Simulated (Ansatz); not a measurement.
# Electron scattering at the Σ5 (310) boundary in fcc Al with W (substitutional), part 2 of 2

Aim: the relaxed structure and the specific resistance of the Σ5 (310) boundary in fcc Al with W (substitutional).

Ansatz 0.2.0; Ansatz plane-wave DFT, PBE, PAW files; relaxation of a bicrystal slab with its lowest layers held; PAW set soft_1 (the session's first sound run).

So far. Step 2 (Relaxing the bicrystal): The largest force component on a free atom ends at 0.0038 eV/Å, under the tolerance of 0.03, after 8 steps.

### Step 3. Transmission across the boundary

Bulk layers of each grain are laid under and over the relaxed boundary, and a lead is named in the middle of each, away from the free faces. The mesh across the current, 10×16, is finer than the density's, because channels open and close sharply across the zone. Energies from -0.1 to 0.1 eV in steps of 0.05 eV are too few for the program's thermal sum, so it prints no conductance; for a metal the transmission near the Fermi level serves, at a fraction of the cost.

This step: Ansatz plane-wave DFT, PBE, PAW files; ballistic transport by layer matching (Landauer), zero bias; boundary relaxed in a short slab, bulk layers laid on; PAW set soft_1 (Ansatz 0.2.0).

System of this step: Σ5 (310) boundary in fcc Al with W (substitutional). The cell holds 67 atoms: 66 Al and 1 W. Its edges and angles: a = 6.400 Å, b = 4.048 Å, c = 50.711 Å, α = 90.0°, β = 90.0°, γ = 90.0°. It derives from Al. Regions: lower grain, 27 atoms (27 Al); boundary, 18 atoms (17 Al and 1 W); upper grain, 22 atoms (22 Al). Vacuum lies along c.

input.yaml reads:

```yaml
crystal:
  lattice:
    - [6.40040255, 0.0, 0.0]
    - [0.0, 4.04797, 0.0]
    - [0.0, 0.0, 50.7108585073]
  atoms:
    - { symbol: Al, position: [10.8, -18.0, 0.07887857] }
    - { symbol: Al, position: [10.5, -17.5, 0.091499935] }
    - { symbol: Al, position: [10.2, -17.0, 0.1041213] }
    - { symbol: Al, position: [9.9, -16.5, 0.116742665] }
    - { symbol: Al, position: [9.6, -16.0, 0.12936403] }
    - { symbol: Al, position: [9.3, -15.5, 0.141985395] }
    - { symbol: Al, position: [9.0, -15.0, 0.15460676] }
    - { symbol: Al, position: [8.7, -14.5, 0.167228125] }
    - { symbol: Al, position: [8.4, -14.0, 0.17984949] }
    - { symbol: Al, position: [8.1, -13.5, 0.192470855] }
    - { symbol: Al, position: [7.8, -13.0, 0.20509222] }
    - { symbol: Al, position: [7.5, -12.5, 0.217713585] }
    - { symbol: Al, position: [7.2, -12.0, 0.23033495] }
    - { symbol: Al, position: [6.9, -11.5, 0.242956315] }
    - { symbol: Al, position: [6.6, -11.0, 0.25557768] }
    - { symbol: Al, position: [6.3, -10.5, 0.268199045] }
    - { symbol: Al, position: [6.0, -10.0, 0.2808204101] }
    - { symbol: Al, position: [5.7, -9.5, 0.2934417751] }
    - { symbol: Al, position: [5.4, -9.0, 0.3060631401] }
    - { symbol: Al, position: [5.1, -8.5, 0.3186845051] }
    - { symbol: Al, position: [4.8, -8.0, 0.3313058701] }
    - { symbol: Al, position: [4.5, -7.5, 0.3439272351] }
    - { symbol: Al, position: [4.2, -7.0, 0.3565486001] }
    - { symbol: Al, position: [3.9, -6.5, 0.3691699651] }
    - { symbol: Al, position: [3.6, -6.0, 0.3817913301] }
    - { symbol: Al, position: [3.3, -5.5, 0.3944126951] }
    - { symbol: Al, position: [3.0, -5.0, 0.4070340601] }
    - { symbol: Al, position: [0.7, 0.5, 0.4196554251] }
    - { symbol: Al, position: [0.3992915394, 0.0, 0.4331423443] }
    - { symbol: Al, position: [0.1089179016, 0.5, 0.4470938851] }
    - { symbol: Al, position: [0.8112662961, 0.0, 0.4559804705] }
    - { symbol: Al, position: [0.5127026552, 0.5, 0.471037416] }
    - { symbol: Al, position: [0.2191200603, 0.0, 0.4875445386] }
    - { symbol: Al, position: [0.9145003795, 0.5, 0.4970855365] }
    - { symbol: Al, position: [0.6231728864, 0.0, 0.5050764639] }
    - { symbol: Al, position: [0.2843735544, 0.5, 0.5329920583] }
    - { symbol: W, position: [-0.0144348133, 0.0, 0.5321125149] }
    - { symbol: Al, position: [0.6146148096, 0.0, 0.5572726249] }
    - { symbol: Al, position: [0.9072062786, 0.5, 0.5665151227] }
    - { symbol: Al, position: [0.2106940229, 0.0, 0.5766976801] }
    - { symbol: Al, position: [0.5039757484, 0.5, 0.5912911796] }
    - { symbol: Al, position: [0.8061983706, 0.0, 0.6066073366] }
    - { symbol: Al, position: [0.1031505935, 0.5, 0.6160652424] }
    - { symbol: Al, position: [0.3979252517, 0.0, 0.6294194805] }
    - { symbol: Al, position: [0.6978468684, 0.5, 0.6434513999] }
    - { symbol: Al, position: [2.9978468684, -5.0, 0.6560727649] }
    - { symbol: Al, position: [3.2978468684, -5.5, 0.6686941299] }
    - { symbol: Al, position: [3.5978468684, -6.0, 0.6813154949] }
    - { symbol: Al, position: [3.8978468684, -6.5, 0.6939368599] }
    - { symbol: Al, position: [4.1978468684, -7.0, 0.7065582249] }
    - { symbol: Al, position: [4.4978468684, -7.5, 0.7191795899] }
    - { symbol: Al, position: [4.7978468684, -8.0, 0.731800955] }
    - { symbol: Al, position: [5.0978468684, -8.5, 0.74442232] }
    - { symbol: Al, position: [5.3978468684, -9.0, 0.757043685] }
    - { symbol: Al, position: [5.6978468684, -9.5, 0.76966505] }
    - { symbol: Al, position: [5.9978468684, -10.0, 0.782286415] }
    - { symbol: Al, position: [6.2978468684, -10.5, 0.79490778] }
    - { symbol: Al, position: [6.5978468684, -11.0, 0.807529145] }
    - { symbol: Al, position: [6.8978468684, -11.5, 0.82015051] }
    - { symbol: Al, position: [7.1978468684, -12.0, 0.832771875] }
    - { symbol: Al, position: [7.4978468684, -12.5, 0.84539324] }
    - { symbol: Al, position: [7.7978468684, -13.0, 0.858014605] }
    - { symbol: Al, position: [8.0978468684, -13.5, 0.87063597] }
    - { symbol: Al, position: [8.3978468684, -14.0, 0.883257335] }
    - { symbol: Al, position: [8.6978468684, -14.5, 0.8958787] }
    - { symbol: Al, position: [8.9978468684, -15.0, 0.908500065] }
    - { symbol: Al, position: [9.2978468684, -15.5, 0.92112143] }
kpoints:
  mp_grid: { grid: [4, 6, 1] }
hamiltonian:
  xc: pbe
  pseudopotentials: { kind: paw, azcp: { folder: soft_1 } }
scf:
  occupations: { method: fermi_dirac, width: 0.1 }
output:
  transmission:
    leads: [[14, 15], [54, 55]]
    kmesh: [10, 16]
    e_range: [-0.1, 0.1]
    de: 0.05
  write_potential: true
  write_density: true
  volumetric_format: npy
  elf: true
```

Run with:

```sh
$ ansatz run input.yaml --threads 4 --pin off --max-ram 15360MiB --backend cpu --events-out ev --progress --plain --runs-dir out
```

Numbers of over 12 decimals in the logs are rounded to 6 here.

The log of the run:

```text
[...]
Crystal: 67 atoms, lattice volume = 1313.849 Å³
Basis set: ecut = 420 eV, 25725 PW (Γ)
Bands: 173, of which v1, the nominal top of the filled ones, is band 106 counted from 1 (105 counted from 0)
Symmetry: 2 space group operations
[...]
k-points: 12 of 24 (time reversal used)
[...]
SCF iter   1: F=—  HF=-45863.447234 eV  |F-HF|=—  |Δ(HF+E_count)|=         —  Δρ=2.55e-2  dr2=1.92e2  ethr=3.10e-3  ⟨swp⟩=8.1  Hψ=11311  notcnv=0  defer=136
[...]
SCF iter   9: F=-45857.634846 eV  HF=-45857.634846 eV  |F-HF|=6.18e-9  |Δ(HF+E_count)|=   7.64e-8  Δρ=1.00e-6  dr2=2.58e-8  ethr=4.72e-11  ⟨swp⟩=24.8  Hψ=10649  notcnv=0
SCF 1 converged in 9 iterations: F = -45857.634846 eV  dr2 = 2.58e-8
[...]
transmission: 208 of 2052 steps passed
transmission: 412 of 2052 steps passed
[...]
transmission: 2052 of 2052 steps passed
WARN: The output density's exchange-correlation potential varies sharply where the density is thin. Do not read a vacuum level from v_tot or v_xc, or from such a field of the output density. On a cell that repeats whose density bears no net charge and no dipole along the vacuum's axis use v_es (v_loc + v_h of the components); under efield.dipole_correction with no amplitude use v_es + v_field, which holds any externa [...]
SCF converged after 9 iterations
Free energy (F): -45857.634846 eV
[...]
Internal energy: -45856.743938 eV  (E = F + TS)
E sigma→0 (E₀):  -45857.189392 eV
Entropy (-TS):   -0.890907 eV (-13.297 meV/atom)
Fermi energy:    6.213840 eV
[...]
--- Band table (eV; the first three rows and the last of 12) ---
  k-point 0: bands = [... 102 lower, 6.8787, 6.8905, 6.8954, 6.9408, 6.9861, 7.0266, 7.0454, 7.1251, ... 63 higher]
  k-point 1: bands = [... 102 lower, 6.1963, 6.3186, 6.3496, 6.4636, 6.5515, 6.6796, 6.7407, 6.7771, ... 63 higher]
  k-point 2: bands = [... 102 lower, 5.3335, 5.4011, 5.4509, 5.5157, 5.6053, 5.6817, 5.7451, 5.8784, ... 63 higher]
  k-point 11: bands = [... 102 lower, 5.5071, 5.5437, 5.6009, 5.6208, 5.7311, 5.7871, 5.8105, 5.8381, ... 63 higher]
--- Transmission ---
  basis      : 225 plane waves across, 38 finite elements along
  points     : 54, standing for a mesh of 10 x 16
  energies   : 5 from -0.100000 to 0.100000 eV about the Fermi level, 0.050000 eV apart; the leads are filled to 0.000000 eV, and channels, transmission and decay are at 0.000000 eV
  crystal 0  : Al4, at the sites [14, 15], period 2.5602 Å, over 17.92 Å; its Hamiltonian steps by up to 7.9 meV
    offset         : up to 0.0000 Å between an atom of the period and one for which it stands
    channels       : 5.043750e0 a spin
    conductance    : none, the energies end too early or step too widely for 300 K: set another output.transmission.e_range or a lower de, or, where they end at an eighth of basis.ecutwfc, a higher one
[...]
channels       : 5.093750e0 a spin
[...]
junction   : crystal 0 to crystal 1, 13.28 to 37.43 Å
    transmission   : 2.359805e0 a spin
[...]
```

The job ended after 9.2 min (4 threads of Arm Neoverse V1, shared host; peak memory 5.7 GiB).

This step gave:

```
free energy                                    : -45857.6348 eV
energy at zero smearing                        : -45857.1894 eV
Fermi energy                                   : 6.214 eV
cell area                                      : 25.91 Å²
transmission per spin nearest the Fermi level  : 2.360
open channels per spin nearest the Fermi level : 5.044
open channels per spin, upper lead             : 5.094
step of the lead's potential                   : 7.9 meV
step of the upper lead's potential             : 13 meV
```

Per spin. Table of transmission, zone mean by energy, zero at the Fermi level:

| energy (eV) | transmission, zone mean |
| --- | --- |
| -0.1000 | 2.31 |
| -0.0500 | 2.33 |
| 0.0000 | 2.36 |
| 0.0500 | 2.39 |
| 0.1000 | 2.43 |

Per spin. Table of open channels, zone mean by energy, zero at the Fermi level:

| energy (eV) | lead | upper lead |
| --- | --- | --- |
| -0.1000 | 4.96 | 5.02 |
| -0.0500 | 5.04 | 5.12 |
| 0.0000 | 5.04 | 5.09 |
| 0.0500 | 5.09 | 5.11 |
| 0.1000 | 5.17 | 5.23 |

Transmission over k1 and k2. At 0.0000 eV from the Fermi level.

Values, 16 rows by 10 columns:
```
2.77 1.84 1.86 2.27 2.16 2.46 2.16 2.27 1.86 1.84
2.58 3.44 3.02 2.32 2.22 2.19 2.22 2.32 3.02 3.44
2.67 3.25 3.11 2.56 2.73 2.49 2.73 2.56 3.11 3.25
2.42 2.88 2.02 2.61 2.70 2.63 2.70 2.61 2.02 2.88
2.01 2.77 2.02 2.06 2.45 2.57 2.45 2.06 2.02 2.77
2.20 2.60 2.25 1.95 2.04 2.43 2.04 1.95 2.25 2.60
1.88 1.96 1.75 2.18 1.85 1.71 1.85 2.18 1.75 1.96
3.49 2.91 2.59 2.20 2.28 2.25 2.28 2.20 2.59 2.91
1.88 1.96 1.75 2.18 1.85 1.71 1.85 2.18 1.75 1.96
2.20 2.60 2.25 1.95 2.04 2.43 2.04 1.95 2.25 2.60
2.01 2.77 2.02 2.06 2.45 2.57 2.45 2.06 2.02 2.77
2.42 2.88 2.02 2.61 2.70 2.63 2.70 2.61 2.02 2.88
2.67 3.25 3.11 2.56 2.73 2.49 2.73 2.56 3.11 3.25
2.58 3.44 3.02 2.32 2.22 2.19 2.22 2.32 3.02 3.44
2.77 1.84 1.86 2.27 2.16 2.46 2.16 2.27 1.86 1.84
1.87 1.36 1.63 2.11 2.27 1.68 2.27 2.11 1.63 1.36
```
Columns: k1 (b1) from -0.5 to 0.4; rows upwards: k2 (b2) from -0.5 to 0.438.

Open channels over k1 and k2. At 0.0000 eV from the Fermi level.

Ten even steps from '0' (3.00) to '9' (8.00):
```
6224222422
2866222668
6664424466
6644464446
2642464246
2642464246
2444202444
9964646469
2444202444
2642464246
2642464246
6644464446
6664424466
2866222668
6224222422
2222262222
```
Columns: k1 (b1) from -0.5 to 0.4; rows upwards: k2 (b2) from -0.5 to 0.438.

Electrostatic potential energy in the ca plane at fractional y = 0.000, with atoms of Al and W within 0.2 Å of it. With pseudopotentials it is smooth inside the atoms' cores, unlike the true potential.

Ten even steps from '0' (-12 eV) to '9' (15 eV), each cell a mean:
```
77763167225542246777630000026777643346522761
77765100145302104677750000047776401114541001
67766544565128812677664111466776228822665445
66555666776228712564335555544565228822677666
64111367776411114531112565211145402114677764
51253157777643346513861353166125642246777651
40596046766666666513971352199325666666667640
51263156532246777631321453033136777642245640
64111365312115677653224665311357776411213653
66545665139613677655566777655566776317821566
45667775138613665323567777765433566317821577
11567776312115651121367787764111156411213677
61267776542356640684157777761376036653245677
92256655666677640694156656651497136766666566
40365311356777751121354111453132046777653124
13564033036777765324540000045322467777630320
56662199315666666666630000026666666667513981
```
Columns run along c (16.0 Å, from fractional 0.36 to 0.68 of the cell; values clipped at the 3rd and 97th percentile), rows up along a (6.4 Å). Atoms in or near the plane, at fractional coordinates: Al at (0.38, 0.60), Al at (0.41, 0.00), Al at (0.43, 0.40), Al at (0.46, 0.81), Al at (0.49, 0.22), Al at (0.51, 0.62), W at (0.53, 0.99), Al at (0.56, 0.61), Al at (0.58, 0.21), Al at (0.61, 0.81), Al at (0.63, 0.40), Al at (0.66, 0.00).

Valence density in the ca plane at fractional y = 0.000, with atoms of Al and W within 0.2 Å of it. It is the smooth field of the valence electrons, not physical close to the nuclei.

Values in e/Å³, 9 rows by 16 columns, each cell a mean:
```
0.1 0.2 0.1 0.2 0.2 0.2 0.1 0.3 3.3 2.7 0.2 0.1 0.2 0.2 0.2 0.1
0.1 0.2 0.2 0.2 0.1 0.1 0.2 0.2 0.6 0.5 0.2 0.2 0.1 0.2 0.2 0.2
0.2 0.2 0.2 0.1 0.2 0.2 0.2 0.2 0.3 0.3 0.2 0.2 0.2 0.2 0.1 0.2
0.2 0.1 0.2 0.2 0.2 0.2 0.2 0.1 0.2 0.2 0.1 0.2 0.2 0.2 0.2 0.2
0.2 0.2 0.2 0.2 0.2 0.1 0.2 0.2 0.1 0.2 0.2 0.2 0.1 0.2 0.2 0.2
0.2 0.2 0.2 0.1 0.1 0.2 0.2 0.2 0.1 0.1 0.2 0.2 0.2 0.1 0.1 0.1
0.1 0.1 0.1 0.2 0.2 0.2 0.1 0.2 0.1 0.1 0.2 0.1 0.2 0.2 0.2 0.1
0.1 0.2 0.2 0.2 0.1 0.2 0.1 0.3 0.5 0.5 0.2 0.1 0.2 0.1 0.2 0.2
0.2 0.2 0.1 0.2 0.1 0.2 0.2 0.3 3.4 2.8 0.3 0.2 0.2 0.1 0.2 0.1
```
Columns run along c (16.0 Å, from fractional 0.36 to 0.68 of the cell), rows up along a (6.4 Å). Atoms in or near the plane, at fractional coordinates: Al at (0.38, 0.60), Al at (0.41, 0.00), Al at (0.43, 0.40), Al at (0.46, 0.81), Al at (0.49, 0.22), Al at (0.51, 0.62), W at (0.53, 0.99), Al at (0.56, 0.61), Al at (0.58, 0.21), Al at (0.61, 0.81), Al at (0.63, 0.40), Al at (0.66, 0.00).

ELF in the ca plane at fractional y = 0.000, with atoms of Al and W within 0.2 Å of it. It is the smooth field of the valence electrons, not physical close to the nuclei.

Ten even steps from '0' (0.09) to '9' (0.81), each cell a mean:
```
32245100167666664223216626612322466666761001
32235522577741134222323777423222431147775225
32346765566602115434553333345324401116665567
55567654335401126545676545676545611105533457
66435653223531257652137888742356741135322356
75100453224666566640105999400056665666422354
63050264345676444540303998222045445676543452
54000466555675322563114787300364223576555564
56534666631245212578755555546875213542136666
57765456403025323689863222357875324510205654
67643235402026545678642111246776555620204532
35642124631156665213542212245322566741146421
01542235776555662020464322454000266655676532
30554456765433562020674212376031165434567654
02666645664212454114862232258400354222466556
45677300254222455457733777437754554222452004
54456123055445554345426626624544455444540311
```
Columns run along c (16.0 Å, from fractional 0.36 to 0.68 of the cell), rows up along a (6.4 Å). Atoms in or near the plane, at fractional coordinates: Al at (0.38, 0.60), Al at (0.41, 0.00), Al at (0.43, 0.40), Al at (0.46, 0.81), Al at (0.49, 0.22), Al at (0.51, 0.62), W at (0.53, 0.99), Al at (0.56, 0.61), Al at (0.58, 0.21), Al at (0.61, 0.81), Al at (0.63, 0.40), Al at (0.66, 0.00).

Over the solved energies the transmission per spin lies between 2.31 and 2.43, out of 5.06 channels of the lead on average (up to 5.17).

### Step 4. Specific resistance

This step: Ansatz plane-wave DFT, PBE, PAW files; ballistic transport by layer matching (Landauer), zero bias; specific resistance of the boundary; PAW set soft_1 (Ansatz 0.2.0).

Numbers from this step:

* area resistance: 0.7583 fΩ m²
* T over the leads' mean channel count: 0.4643

Averaged over the energies near the Fermi level, 46.4 % of the channels pass, which makes 0.758 fΩ m².

By hand, with T and the leads' channels N averaged over the energies near the Fermi level: RA = A (h/2e²)(1/T − ½[1/N₁ + 1/N₂]) = 25.91×10⁻²⁰ m² × 12 906 Ω × (1/2.362 − ½[1/5.061 + 1/5.114]) = 0.758 fΩ m².

### Step 5. Summary of results

| Item | Value |
| --- | --- |
| specific resistance of the boundary | 0.758 fΩ m² |
| share of channels that pass | 0.464 |

**Reading.** The boundary has a specific resistance of 0.76 fΩ m². The boundary reflects 54 % of the channels; 0.76 fΩ m² is 7.6×10⁻¹² Ω·cm². That equals the resistance of 28 nm of bulk Al at 300 K (measured 2.733 µΩ cm, CRC Handbook of Chemistry and Physics, 84th ed., 2003, Electrical Resistivity of Pure Metals). One W in 25.9 Å² of boundary is a high coverage. Each plane of this narrow cell holds one atom, so the solute fills a whole plane. One starting structure was relaxed; another shift or atom count at the boundary may lie lower. Spin-orbit coupling is left out, which matters for W.

[Logs are printed without paths, hosts, clocks, repeated set-up lines and the standing remarks that a program may print on its own settings, such as how far it seeks lower states.]

[Hosts, paths, dates, database ids (printed as entryN), source tags and the programs' standing remarks are cut or masked in the printed files.]
